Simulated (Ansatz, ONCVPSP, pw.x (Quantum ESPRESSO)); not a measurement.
**pw.x on bcc La: one setting changed**

Potential: optimised norm-conserving Vanderbilt (ONCV), ONCVPSP 4.0.1.1 (patched build), PBE; core [Kr], reference 4d10 5s2 5p6 5d1 6s1; waves: 5s+6s: rc 2.75 bohr, ncon 4, nbas 9, qcut 3.7 1/bohr, 2 projectors; 5p: rc 1.85 bohr, ncon 4, nbas 7, qcut 5.1 1/bohr, 2 projectors, debl 0.5 Ha; 4d+5d: rc 1.50 bohr, ncon 3, nbas 8, qcut 10.5 1/bohr, 2 projectors; f scattering state at 0.13 Ha: rc 2.40 bohr, ncon 3, nbas 6, qcut 5.3 1/bohr, 3 projectors, debl 1.7 Ha; local part: polynomial inside 1.40 bohr (lpopt 4, dvloc0 1 Ha); core correction: Teter function, parameters optimised by the program. In the p channel the program set the typed energies aside and used -1.036, 0.250 Ha. In the f channel the program set the typed energies aside and used -0.374, 1.326, 3.026 Ha.

The reference run (k-mesh 11³, cutoffs 115/460 Ry, Fermi–Dirac 0.01 Ry, mixing_beta 0.4, conv_thr 1e-9, no spin) gives 0.15 GPa at 37.811 Å³/atom, where all-electron LAPW gives 0.21 GPa. This run, with its own iteration cap, changes degauss to 0.005.

```
&control
  calculation='scf', prefix='x', pseudo_dir='./', outdir='./tmp', tstress=.true., disk_io='none'
/
&system
  ibrav=0, nat=1, ntyp=1, ecutwfc=115, ecutrho=460, nbnd=19,
  occupations='smearing', smearing='fd', degauss=0.005
/
&electrons
  conv_thr=1e-09, mixing_beta=0.4, electron_maxstep=60
/
ATOMIC_SPECIES
La 1.0 La.UPF
CELL_PARAMETERS angstrom
  -2.11439468 2.11439468 2.11439468
  2.11439468 -2.11439468 2.11439468
  2.11439468 2.11439468 -2.11439468
ATOMIC_POSITIONS crystal
La 0.0000 0.0000 0.0000
K_POINTS automatic
11 11 11 0 0 0
```

```bash
pw.x < La.scf.in > La.scf.out
```

Q: How does the run end?

A: It converges in 10 iterations; the free energy moves by +62.5 meV/atom and the pressure by -0.13 GPa. In a metal, with Fermi–Dirac smearing, F lies below its zero-width value by a term in the square of the width.

```
Message from routine setup:
     using ibrav=0 with symmetry is DISCOURAGED, use correct ibrav instead
     lattice parameter (alat)  =       6.9206  a.u.
     unit-cell volume          =     255.1613 (a.u.)^3
     number of electrons       =        21.00
     number of Kohn-Sham states=           19
     kinetic-energy cutoff     =     115.0000  Ry
     charge density cutoff     =     460.0000  Ry
     scf convergence threshold =      1.0E-09
     Exchange-correlation= PBE
     number of k points=    56  Fermi-Dirac smearing, width (Ry)=  0.0050
     iteration #  1     ecut=   115.00 Ry     beta= 0.40
     total energy              =    -409.53819928 Ry
     estimated scf accuracy    <       1.09367854 Ry
     iteration #  2     ecut=   115.00 Ry     beta= 0.40
     total energy              =    -409.57877831 Ry
     estimated scf accuracy    <       0.10343404 Ry
     iteration #  3     ecut=   115.00 Ry     beta= 0.40
     total energy              =    -409.60781773 Ry
     estimated scf accuracy    <       0.00084161 Ry
     [... 4 iterations left out ...]
     iteration #  8     ecut=   115.00 Ry     beta= 0.40
     total energy              =    -409.60943315 Ry
     estimated scf accuracy    <       0.00000018 Ry
     iteration #  9     ecut=   115.00 Ry     beta= 0.40
     total energy              =    -409.60943316 Ry
     estimated scf accuracy    <       0.00000002 Ry
     iteration # 10     ecut=   115.00 Ry     beta= 0.40
     the Fermi energy is    12.5089 ev
!    total energy              =    -409.60943316 Ry
     estimated scf accuracy    <          1.1E-10 Ry
     smearing contrib. (-TS)   =      -0.00370345 Ry
     The total energy is F=E-TS. E is the sum of the following terms:
     one-electron contribution =    -236.74171556 Ry
     hartree contribution      =     109.19439276 Ry
     xc contribution           =     -81.22609628 Ry
     ewald contribution        =    -200.83231063 Ry
     convergence has been achieved in  10 iterations
          total   stress  (Ry/bohr**3)                   (kbar)     P=        0.23
     Message from routine punch:
     Nothing written, as per user request (disk_io='none')
```

The run took about 3.1 min on one core of a shared host (Neoverse-N1, 64 threads, 124 GiB, load 61).
